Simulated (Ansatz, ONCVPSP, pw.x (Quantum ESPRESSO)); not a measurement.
**What a changed setting does to a pw.x run (fcc Ru)**

Potential: optimised norm-conserving Vanderbilt (ONCV), ONCVPSP 4.0.1.1 (patched build), PBE; core [Ar] 3d10, reference 4s2 4p6 4d7 5s0.5; waves: 4s+5s: rc 1.75 bohr, ncon 4, nbas 7, qcut 5.7 1/bohr, 2 projectors; 4p: rc 1.65 bohr, ncon 4, nbas 7, qcut 6.9 1/bohr, 1 projector; 4d: rc 2.00 bohr, ncon 3, nbas 8, qcut 6.8 1/bohr, 1 projector; local part: polynomial inside 1.10 bohr (lpopt 5, dvloc0 1 Ha); core correction: Teter function, fcfact 5.25, rcfact 1.05.

The reference run (k-mesh 15³, cutoffs 50/200 Ry, Fermi–Dirac 0.01 Ry, mixing_beta 0.4, conv_thr 1e-9, no spin) gives -2.31 GPa at 13.814 Å³/atom, where all-electron LAPW gives 0.83 GPa. This run, with its own iteration cap, changes k-mesh points per axis to 4.

```
&control
  calculation='scf', prefix='x', pseudo_dir='./', outdir='./tmp', tstress=.true., disk_io='none'
/
&system
  ibrav=0, nat=1, ntyp=1, ecutwfc=50, ecutrho=200, nbnd=16,
  occupations='smearing', smearing='fd', degauss=0.01
/
&electrons
  conv_thr=1e-09, mixing_beta=0.4, electron_maxstep=60
/
ATOMIC_SPECIES
Ru 1.0 Ru.UPF
CELL_PARAMETERS angstrom
  0.00000000 1.90442183 1.90442183
  1.90442183 0.00000000 1.90442183
  1.90442183 1.90442183 0.00000000
ATOMIC_POSITIONS crystal
Ru 0.0000 0.0000 0.0000
K_POINTS automatic
4 4 4 0 0 0
```

```bash
pw.x < Ru.scf.in > Ru.scf.out
```

Task: How does the run end?

Result: It converges in 9 iterations; the free energy moves by -43.7 meV/atom and the pressure by +0.25 GPa.

```
Message from routine setup:
     using ibrav=0 with symmetry is DISCOURAGED, use correct ibrav instead
     lattice parameter (alat)  =       5.0895  a.u.
     unit-cell volume          =      93.2215 (a.u.)^3
     number of electrons       =        16.00
     number of Kohn-Sham states=           16
     kinetic-energy cutoff     =      50.0000  Ry
     charge density cutoff     =     200.0000  Ry
     scf convergence threshold =      1.0E-09
     Exchange-correlation= PBE
     number of k points=     8  Fermi-Dirac smearing, width (Ry)=  0.0100
     iteration #  1     ecut=    50.00 Ry     beta= 0.40
     total energy              =    -195.24011713 Ry
     estimated scf accuracy    <       0.67314586 Ry
     iteration #  2     ecut=    50.00 Ry     beta= 0.40
     total energy              =    -195.32671019 Ry
     estimated scf accuracy    <       0.01572082 Ry
     iteration #  3     ecut=    50.00 Ry     beta= 0.40
     total energy              =    -195.32964064 Ry
     estimated scf accuracy    <       0.00140878 Ry
     [... 3 iterations left out ...]
     iteration #  7     ecut=    50.00 Ry     beta= 0.40
     total energy              =    -195.32973593 Ry
     estimated scf accuracy    <       0.00000014 Ry
     iteration #  8     ecut=    50.00 Ry     beta= 0.40
     total energy              =    -195.32973596 Ry
     estimated scf accuracy    <          2.8E-09 Ry
     iteration #  9     ecut=    50.00 Ry     beta= 0.40
     the Fermi energy is    22.8358 ev
!    total energy              =    -195.32973596 Ry
     estimated scf accuracy    <          5.1E-11 Ry
     smearing contrib. (-TS)   =      -0.00685984 Ry
     The total energy is F=E-TS. E is the sum of the following terms:
     one-electron contribution =     -35.14430013 Ry
     hartree contribution      =      29.04519793 Ry
     xc contribution           =     -26.15371541 Ry
     ewald contribution        =    -163.07005852 Ry
     convergence has been achieved in   9 iterations
          total   stress  (Ry/bohr**3)                   (kbar)     P=      -20.61
     Message from routine punch:
     Nothing written, as per user request (disk_io='none')
```

The run took about 2 s on one core of a shared host (Neoverse-N1, 64 threads, 124 GiB, load 60).
